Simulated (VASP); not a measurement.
GaP:

```
Ga P
1.0
     0.00000    2.71842    2.71842
     2.71842    0.00000    2.71842
     2.71842    2.71842    0.00000
Ga P
1 1
Direct
  0.00000 0.00000 0.00000
  0.25000 0.25000 0.25000
```

Base run:

```yaml
Program: VASP 6.6.1
Functional: PBE
Potentials_or_basis: VASP PAW PBE potentials, release 64 (Ga_d, P)
Cutoff: 520 eV
k_mesh: 8 × 8 × 8
Occupations: gaussian, width 0.03 eV
Spin: no spin polarisation
```

Its results: band gap on the k mesh 1.63 eV, indirect (least direct gap 1.89 eV); pressure 3.1 GPa.

**Question.** The run is repeated on the same cell with these changes: functional from PBE to LDA; potentials or basis from VASP PAW PBE potentials, release 64 (Ga_d, P) to VASP PAW LDA potentials, release 64 (Ga_d, P). What comes out?

**Answer.** Band gap on the k mesh 1.48 eV, indirect (least direct gap 1.70 eV); pressure -2.1 GPa.

A k mesh can miss the band edges.
